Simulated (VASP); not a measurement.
Write the native input for VASP 6.6.1 that does the following.

| Property | Result |
| --- | --- |
| Task | single point |
| Functional | PBE |
| Potentials or basis | VASP PAW PBE potentials, release 64 (S) |
| Cutoff | 520 eV |
| k mesh | 6 × 6 × 2 |
| Occupations | gaussian, width 0.1 eV |
| Spin | no spin polarisation |
| Dipole correction | no |
| Further INCAR settings | ALGO = Fast; EDIFF = 1e-06; NBANDS = 34 |

The structure of S lies in POSCAR:

```
S
1.0
    4.1227917046      0.0000000000      0.0000000000
   -2.0613958522      3.5704423507      0.0000000000
    0.0000000000      0.0000000000     13.4649153968
S
8
Direct
    0.0000000000      0.0000000000      0.0937500000
    0.0000000000      0.0000000000      0.5937500000
    0.0000000000      0.0000000000      0.4062500000
    0.0000000000      0.0000000000      0.9062500000
    0.3333333333      0.6666666667      0.1562500000
    0.6666666667      0.3333333333      0.6562500000
    0.3333333333      0.6666666667      0.3437500000
    0.6666666667      0.3333333333      0.8437500000
```

The cell was built by a generator and needn't be a form met in nature.

One way to write it, as run:

INCAR

```
PREC = Accurate ; ENCUT = 520
EDIFF = 1E-6 ; ISMEAR = 0
SIGMA = 0.1 ; LREAL = F
LASPH = T ; NELM = 100
ALGO = Fast ; ISIF = 2
LWAVE = F ; LCHARG = F
GGA = PE ; NBANDS = 34
```

KPOINTS

```
regular mesh
0
Gamma
  6 6 2
```

Potentials or basis: VASP PAW PBE potentials, release 64 (S).

Launch:

```console
$ cat potpaw_PBE.64/S/POTCAR > POTCAR
$ mpirun -np 1 vasp_std > vasp.out
```

It gave:

```yaml
Pressure: -0.8 GPa
Largest_force: 0.692 eV/Å
Band_gap_on_the_k_mesh: none (metal or under the smearing width)
```

Run time: 41 s on 1 thread of Intel(R) Xeon(R) 6975P-C (Granite Rapids), with other jobs on the host, peak memory 0.3 GiB.
